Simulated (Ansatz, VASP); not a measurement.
# BP in two plane-wave programs, part 2 of 2

One calculation is typed for both programs; each brings its own data sets and cutoff. How far apart do they land? The cell is taken from a series of VASP runs on this material, whose earlier steps may have relaxed, scaled or displaced it; both programs get it as it stands.

VASP 6.6.1 and Ansatz 0.2.0.

So far: Set-up; VASP: zone-centre phonons, PBE.

**3. Ansatz: zone-centre phonons, PBE**

Level of this step: Ansatz beside VASP: Kohn-Sham DFT, plane waves, PBE (Ansatz).

Ansatz runs on its default PAW (the set named soft_2) files.

The same cell, functional and mesh now go to Ansatz, which takes its cutoff from its data sets.

File input.yaml:

```yaml
crystal:
  lattice:
    - [0.0, 2.2733687899, 2.2733687899]
    - [2.2733687899, 0.0, 2.2733687899]
    - [2.2733687899, 2.2733687899, 0.0]
  atoms:
    - { symbol: P, position: [0.75, 0.75, 0.75] }
    - { symbol: B, position: [0.0, 0.0, 0.0] }
hamiltonian:
  xc: pbe
  pseudopotentials: { kind: paw }
kpoints:
  mp_grid: { grid: [8, 8, 8] }
scf:
  occupations: { method: fixed }
phonons:
  method: dfpt
  qpoints: [[0, 0, 0]]
  dielectric: true
  rigid_motions: translations
```

Command:

```console
$ ansatz run input.yaml --threads 4 --pin off --max-ram 9216MiB --backend cpu --events-out ev --progress --plain --runs-dir out
```

Numbers of over 12 decimals in the logs are rounded to 6 here.

The program printed:

```text
Engine: ansatz 0.2.0, aarch64-unknown-linux-gnu
Pseudopotentials: kind: paw
Pseudopotential: P, paw, valence charge 5, recommended cutoff 420 eV (normal), P.paw.azcp
Pseudopotential: B, paw, valence charge 3, recommended cutoff 420 eV (normal), B.paw.azcp
Functional definition: PBE
  parameter kappa = 0.804
  parameter beta = 0.066725
  exchange = pbe_x(kappa = kappa, mu = beta*pi^2/3)
  correlation = pbe_c(beta = beta)
Crystal: 2 atoms, lattice volume = 23.498 Å³
Basis set: ecut = 420 eV, 459 PW (Γ), exchange–correlation on 48×48×48 points (8 copies of the dense FFT grid, shifted against one another)
Bands: 8, of which v1, the nominal top of the filled ones, is band 4 counted from 1 (3 counted from 0)
Symmetry: 24 space group operations
k-points: 95 of 512 (irreducible under 4 space group operations, time reversal used)
Non-local potential: P, projectors of the file, l = 0: 2, l = 1: 2, l = 2: 2
Non-local potential: B, projectors of the file, l = 0: 2, l = 1: 2, l = 2: 1
PAW form: soft (Blöchl's): semilocal exchange-correlation on the pseudo side does not see the compensation charge
PAW one-centre angular grid: P, 110 points (default); XC on 64 Gauss nodes
PAW one-centre angular grid: B, 110 points (default); XC on 64 Gauss nodes
Initial density: superposition of atomic densities (neutral atoms: chi_scale 0, normalization atom), corrected by the library's trained network
Initial wavefunctions: pseudopotential atomic-orbital guess
Functional: x = pbe(κ = 0.804, μ = 0.219515), c = pbe(β = 0.066725)
SCF iter   1: F=—  HF=-912.445047 eV  |F-HF|=—  |Δ(HF+E_count)|=         —  Δρ=1.52e-3  dr2=4.85e-4  ethr=1.77e-3  ⟨swp⟩=5.0  Hψ=5556  notcnv=0  defer=182
preconditioner: auto → none  [insulator: Δε(μ)=1.277 eV  Ē_g=12.762 eV  n_scr=0 (ndim 8)  ℏωp=21.7 eV  f_vac=0.000  ε∞_Penn≈3.9]
SCF iter   2: F=—  HF=-912.445155 eV  |F-HF|=—  |Δ(HF+E_count)|=   1.08e-4  Δρ=8.60e-4  dr2=1.71e-4  ethr=6.06e-6  ⟨swp⟩=2.3  Hψ=2095  notcnv=0  defer=179
SCF iter   3: F=—  HF=-912.445121 eV  |F-HF|=—  |Δ(HF+E_count)|=   3.40e-5  Δρ=4.06e-4  dr2=1.81e-5  ethr=2.14e-6  ⟨swp⟩=2.0  Hψ=1072  notcnv=0  defer=174
SCF iter   4: F=—  HF=-912.445143 eV  |F-HF|=—  |Δ(HF+E_count)|=   2.20e-5  Δρ=1.41e-4  dr2=5.94e-6  ethr=2.26e-7  ⟨swp⟩=2.0  Hψ=1144  notcnv=0  defer=172
SCF iter   5: F=—  HF=-912.445142 eV  |F-HF|=—  |Δ(HF+E_count)|=   5.26e-7  Δρ=4.55e-5  dr2=6.23e-7  ethr=7.42e-8  ⟨swp⟩=2.0  Hψ=1039  notcnv=0  defer=158
SCF iter   6: F=—  HF=-912.445142 eV  |F-HF|=—  |Δ(HF+E_count)|=   5.53e-7  Δρ=1.32e-5  dr2=5.30e-8  ethr=7.79e-9  ⟨swp⟩=2.0  Hψ=1119  notcnv=0  defer=157
SCF iter   7: F=—  HF=-912.445142 eV  |F-HF|=—  |Δ(HF+E_count)|=   1.63e-8  Δρ=1.85e-6  dr2=1.04e-9  ethr=6.62e-10  ⟨swp⟩=2.0  Hψ=1117  notcnv=0  defer=157
SCF iter   8: F=-912.445142 eV  HF=-912.445142 eV  |F-HF|=2.16e-12  |Δ(HF+E_count)|=  3.38e-10  Δρ=1.06e-7  dr2=3.18e-12  ethr=1.25e-12  ⟨swp⟩=9.3  Hψ=5733  notcnv=0
SCF 1 converged in 8 iterations: F = -912.445142 eV  dr2 = 3.18e-12
  greatest PAW one-centre occupation: 0.774 electrons in one spin orbital (limit 2), on the P atom at site 0 (counted from 0), in its partial waves of l = 0
DFPT response loops at Γ: preconditioner auto → none (the input reference at scf.mixing.eps_inf says where Resta's filter doesn't serve); β = 0.50; Broyden in place of MSR1
── the response to a field inside a basis, on 8×8×8 k-points: an SCF that follows is theirs, and a resumed run solves both again ──
Bands: 5, of which v1, the nominal top of the filled ones, is band 4 counted from 1 (3 counted from 0)
k-points: 60 of 512 (irreducible under 6 space group operations, time reversal used)
Initial density: handed on by an earlier stage of this run
Initial wavefunctions: pseudopotential atomic-orbital guess (no wavefunctions were taken with the density)
Eigensolver: Dense (60 Hₖ)
SCF iter   1: F=—  HF=-912.447726 eV  |F-HF|=—  |Δ(HF+E_count)|=         —  Δρ=1.61e-4  dr2=1.53e-6  ethr=1.00e-1
preconditioner: auto → none  [insulator: Δε(μ)=1.580 eV  Ē_g=9.865 eV  n_scr=0 (ndim 8)  ℏωp=21.7 eV  f_vac=0.000  ε∞_Penn≈5.8]
SCF iter   2: F=—  HF=-912.447728 eV  |F-HF|=—  |Δ(HF+E_count)|=   1.92e-6  Δρ=8.03e-5  dr2=2.99e-7  ethr=1.92e-8
SCF iter   3: F=-912.447728 eV  HF=-912.447728 eV  |F-HF|=5.09e-9  |Δ(HF+E_count)|=   7.26e-7  Δρ=7.83e-6  dr2=3.55e-9  ethr=3.74e-9
SCF 1 converged in 3 iterations: F = -912.447728 eV  dr2 = 3.55e-9
DFPT response loops at Γ: mixed as the last ones told, above
WARN: field response: ε∞ stands inside a basis, on 8×8×8 points; the force constants stand on the 8×8×8 k-mesh, whose period is 12.09 times the interband length at k = (0.0000, 0.0000, 0.0000), direct gap 3.395 eV, under 14: take them and everything formed from them as unconverged, and compare with a denser kpoints.mp_grid
SCF converged after 8 iterations
Free energy (F): -912.445142 eV
Harris-Foulkes:  -912.445142 eV  (|F-HF|=2.16e-12)
Internal energy: -912.445142 eV  (E = F + TS)
E sigma→0 (E₀):  -912.445142 eV
Fermi energy:    9.186557 eV
--- Per-component energies (eV) ---
  E_band       = 21.738581
  E_kinetic    = 121.423971
  E_local      = -68.329319  (includes V_loc(G=0)·N_el)
  E_nonlocal   = 44.985300
  E_hartree    = 17.130920
  E_xc         = -94.764589
  E_vxc        = -100.408144  (∫ρ·V_xc dr)
  E_paw        = -647.948543  (= ΣΔE_a)
  E_vpaw       = -10.195066  (= ΣTr[D̂ρ^β])
  E_aug_tail   = 0.000000  (compensation charges beyond the density's cutoff)
  E_ewald      = -284.942882
  E_smearing   = -0.000000  (= −TS)
  E_closure    = 0.000000  (closes the sum)
  Σ components = -912.445142   (vs F -912.445142, Δ=0.00e0)
--- Band table (eV; the first three rows and the last of 95) ---
  k-point 0: bands = ["-6.2191", "9.1866", "9.1866", "9.1866", "12.5817", "12.5817", "12.5817", "16.4705"]
  k-point 1: bands = ["-5.9396", "7.3402", "8.7614", "8.7614", "13.1032", "13.1687", "13.1687", "17.2676"]
  k-point 2: bands = ["-5.1197", "4.3606", "8.0755", "8.0755", "13.1565", "13.9350", "13.9350", "18.7390"]
  k-point 94: bands = ["-1.1265", "1.1532", "3.5484", "3.7529", "14.5129", "15.9319", "16.3877", "16.5949"]
--- Phonons (Γ-DFPT): 2 representative perturbations + reference, on 95 of 512 k-points (Σ response iterations 6) ---
  k mesh reduced under 4 symmetry operations, with k and −k counted as one. Each operation leaves every solved perturbation unchanged. A smaller set is not considered because the run solves the response to a homogeneous field
  ASR residual: 3.481e-5 → 0.000e0 eV/Å²; symmetrization residual: 2.198e-7 eV/Å²
  ASR residual per site (eV/Å²): 3.48e-5 2.30e-5
  Γ frequencies (cm⁻¹): 0.00 0.00 0.00 800.74 800.74 800.74
  ε∞ (high-frequency dielectric tensor):
        9.156888     0.000000    -0.000000
        0.000000     9.156888     0.000000
       -0.000000     0.000000     9.156888
  ε⁰ (static dielectric tensor: ions relaxed, cell fixed):
        9.256832     0.000000     0.000000
        0.000000     9.256832     0.000000
        0.000000     0.000000     9.256832
  ε⁰ − ε∞ (ionic part):
        0.099944    -0.000000     0.000000
       -0.000000     0.099944    -0.000000
        0.000000    -0.000000     0.099944
  softest optical mode at Γ: 800.74 cm⁻¹; the repairs (sum rule, projections) moved no ω² at Γ by more than (0.78 cm⁻¹)²
  Born effective charges Z* (e; rows j = field, columns β = displacement):
    site 0:
         0.49521   -0.00000    0.00000
        -0.00000    0.49521    0.00000
         0.00000    0.00000    0.49521
    site 1:
        -0.49521    0.00000   -0.00000
         0.00000   -0.49521   -0.00000
        -0.00000   -0.00000   -0.49521
  Z* charge neutrality: 1.555e-4 e pre-enforcement
  solved inside a basis spanned on kpoints, on 8×8×8 k-points, its susceptibility summed on 12×12×12: ε∞ is read to err by 3.0e-2, Z* by 5.5e-3 e (field_mesh: kpoints solves on kpoints); Z* is corrected for what the basis lacks
  optical modes at Γ without the LO–TO term, one row a degenerate level:
      ω (cm⁻¹)  modes    IR ((D/Å)²/amu)
        800.74      3             2.1181
  optical modes at Γ + LO–TO along q̂ = [1.0000, 0.0000, 0.0000]:
      ω (cm⁻¹)  modes    IR ((D/Å)²/amu)
        800.74      2             1.4121
        805.10      1             0.7060
  optical modes at Γ + LO–TO along q̂ = [0.0000, 1.0000, 0.0000]:
      ω (cm⁻¹)  modes    IR ((D/Å)²/amu)
        800.74      2             1.4121
        805.10      1             0.7060
  optical modes at Γ + LO–TO along q̂ = [0.0000, 0.0000, 1.0000]:
      ω (cm⁻¹)  modes    IR ((D/Å)²/amu)
        800.74      2             1.4121
        805.10      1             0.7060
--- Phonons (arbitrary-q DFPT): 1 explicit q-point ---
  q = [0, 0, 0] (of the zone-centre solve; hermiticity 2.33e-8, symmetrization 1.05e-15): -0.00 -0.00 -0.00 800.74 800.74 800.74
  sum rule: each row above includes the acoustic sum rule's correction from the zone centre's row sums; it moved no ω² by more than (0.76 cm⁻¹)²
```

It took 5.6 s on 4 threads of Arm Neoverse V2, shared host; peak memory 0.37 GiB.

The column dr2 measures how far the density is from self-consistency, as an energy; F and HF (Harris–Foulkes) agree once it is small.

**4. Differences**

Known differences besides the potentials themselves: the cutoff is 420 eV in Ansatz and 450 eV in VASP; VASP leaves aspherical gradient terms in its spheres out (LASPH is not set), Ansatz keeps them. Total energies have different zeros and are not compared.

The two programs side by side:

```tsv
quantity	Ansatz	VASP	difference
ε∞ xx	9.16	9.48	-3.40 %
ε∞ yy	9.16	9.48	-3.40 %
ε∞ zz	9.16	9.48	-3.40 %
Born charge of P1 (mean of the diagonal) (e)	0.50	0.47	+0.02
Born charge of B2 (mean of the diagonal) (e)	-0.50	-0.47	-0.02
optical mode 1 to 3 (cm⁻¹)	800.7	800.5	+0.03 %
```

Modes are paired by rising frequency and degeneracy, not by their patterns, so a pair may still set unlike modes beside each other.

**5. Summary of results**

```yaml
r_m_s_difference_of_the_optical_zone_centre_modes_each_program_s_sorted_by_frequency_zone_centre_phonons_pbe: 0.28 cm⁻¹
difference_in_eps_infinity_xx_zone_centre_phonons_pbe: -3.4 %
```

In words: The r.m.s. difference of the optical zone-centre modes, each program's sorted by frequency is 0.28 cm⁻¹ (zone-centre phonons, PBE). Among the rows given in per cent, the largest difference of the zone-centre phonons, PBE pair is in ε∞ xx, -3.4 %; the dielectric tensor converges slowly with the mesh, which Ansatz refines and VASP takes as typed. How closely two codes agree says nothing of how well the functional describes the real material.

[Lines on the potential files, build, host, timing and source positions are cut from VASP's logs without a mark.]

[Logs are printed without paths, hosts, clocks, repeated set-up lines and the standing remarks that a program may print on its own settings, such as how far it seeks lower states.]

[Hosts, paths, dates, database ids (printed as entryN), source tags and the programs' standing remarks are cut or masked in the printed files.]
